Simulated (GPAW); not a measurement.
Ge: relaxation of cell and atoms with PBEsol

The system is Ge.

```xyz
4
Lattice="3.9976 0.0000 0.0000 -1.9988 3.4620 0.0000 0.0000 0.0000 6.5994" Properties=species:S:1:pos:R:3 pbc="T T T"
Ge    0.0000    2.3080    6.1843
Ge    1.9988    1.1540    2.8846
Ge    0.0000    2.3080    3.7148
Ge    1.9988    1.1540    0.4151
```

This isn't the form of Ge at room conditions, which is diamond.

- Program: GPAW 26.7.0
- Task: relaxation of cell and atoms
- Functional: PBEsol
- Potentials or basis: PAW data sets generated in the run's folder for this functional
- Cutoff: 600 eV
- Basis: pw
- k mesh: 7 × 7 × 4
- Occupations: fermi-dirac, width 0.05 eV
- Spin: no spin polarisation
- Target pressure: 10 GPa
- Maxiter: 150
- Optimizer: BFGS
- Fmax: 0.02 eV/Å
- Max steps: 60
- Target pressure: 10 GPa
- Convergence: density=1e-05 forces=0.0001

```json
{
 "Relaxed volume": "20.50 Å³/atom",
 "Relaxed cell": "a = 3.859 Å, b = 3.859 Å, c = 6.359 Å, α = 90.00°, β = 90.00°, γ = 120.00°",
 "Space group after relaxing (to 0.05 Å)": "P6_3/mmc (No. 194)",
 "Energy change on relaxing (the enthalpy is what falls)": "+67.9 meV/atom",
 "Ionic steps": "5",
 "Pressure after relaxing": "10.0 GPa",
 "Largest force after relaxing": "0.006 eV/Å",
 "Band gap on the k mesh": "none (metal or under the smearing width)"
}
```

Forces in eV/Å, atoms in the order of the input:
```
Ge   0.000  0.000 -0.006
Ge   0.000  0.000 -0.006
Ge   0.000  0.000  0.006
Ge   0.000  0.000  0.006
```

Stress tensor (GPa, compression positive):
```
 9.94  0.00  0.00
 0.00  9.94  0.00
 0.00  0.00 10.11
```

Step by step:
| step | energy change (eV) | largest force (eV/Å) | pressure (GPa) | volume (Å³) |
| --- | --- | --- | --- | --- |
| 1 | 0.0000 | 0.0057 | 0.27 | 91.33 |
| 2 | 0.0067 | 0.0027 | 1.31 | 89.99 |
| 3 | 0.3634 | 0.0121 | 11.93 | 80.66 |
| 4 | 0.2629 | 0.0078 | 9.80 | 82.14 |
| 5 | 0.2715 | 0.0063 | 9.99 | 82.00 |

Final structure:
```xyz
4
Lattice="3.8588 0.0000 0.0000 -1.9294 3.3418 0.0000 0.0000 0.0000 6.3588" Properties=species:S:1:pos:R:3 pbc="T T T"
Ge    0.0000    2.2279    5.9582
Ge    1.9294    1.1139    2.7788
Ge    0.0000    2.2279    3.5799
Ge    1.9294    1.1139    0.4006
```

Levels at points of the mesh, in eV from the Fermi level:
| k point | band 5 | band 6 | band 7 | band 8 | band 9 | band 10 | band 11 | band 12 |
| --- | --- | --- | --- | --- | --- | --- | --- | --- |
| (0.00, 0.00, 0.00) | -1.86 | -0.36 | -0.01 | -0.01 | -0.01 | 0.88 | 2.04 | 2.04 |
| (0.00, 0.00, 0.50) | -1.15 | -1.15 | -1.15 | -1.15 | 0.84 | 0.84 | 3.25 | 3.25 |

Wall time 120 s on 1 thread of Arm Neoverse V1, with other jobs on the host, peak memory 0.22 GiB.

Caveat: later steps reuse the first step's grids.
